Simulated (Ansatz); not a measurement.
Rb:

```
Rb
1.0
    -2.80250    2.80250    2.80250
     2.80250   -2.80250    2.80250
     2.80250    2.80250   -2.80250
Rb
1
Cartesian
  0.0000 0.0000 0.0000
```

- Program: Ansatz 0.2.0
- Task: relaxation of cell and atoms
- Functional: revPBE
- Dispersion: D4
- Potentials or basis: all-electron LAPW, scalar-relativistic
- Basis error allowed: 0.001 eV/atom
- k mesh: 7 × 7 × 7
- Occupations: fermi-dirac, width 0.05 eV
- Spin: no spin polarisation

At the start: volume 88.04 Å³/atom.

**Question.** How do energy, volume and symmetry change on relaxing?

**Answer.** Over 4 steps the energy falls by 3.6 meV/atom and the volume is 93.73 Å³/atom (+6.5 %); space group Im-3m (No. 229, to 0.05 Å).

Step by step:
| step | energy change (eV) | largest force (eV/Å) | volume (Å³) |
| --- | --- | --- | --- |
| 1 | 0.0000 | 0.0000 | 88.04 |
| 2 | -0.0007 | 0.0000 | 88.61 |
| 3 | -0.0036 | 0.0000 | 93.73 |
| 4 | -0.0036 | 0.0000 | 93.73 |

Final structure:
```cif
data_structure
_symmetry_space_group_name_H-M 'P 1'
_symmetry_Int_Tables_number 1
_cell_length_a 4.9564
_cell_length_b 4.9564
_cell_length_c 4.9564
_cell_angle_alpha 109.471
_cell_angle_beta 109.471
_cell_angle_gamma 109.471
_cell_volume 93.73
loop_
_atom_site_label
_atom_site_type_symbol
_atom_site_fract_x
_atom_site_fract_y
_atom_site_fract_z
_atom_site_occupancy
Rb1 Rb 0.00000 0.00000 0.00000 1
```
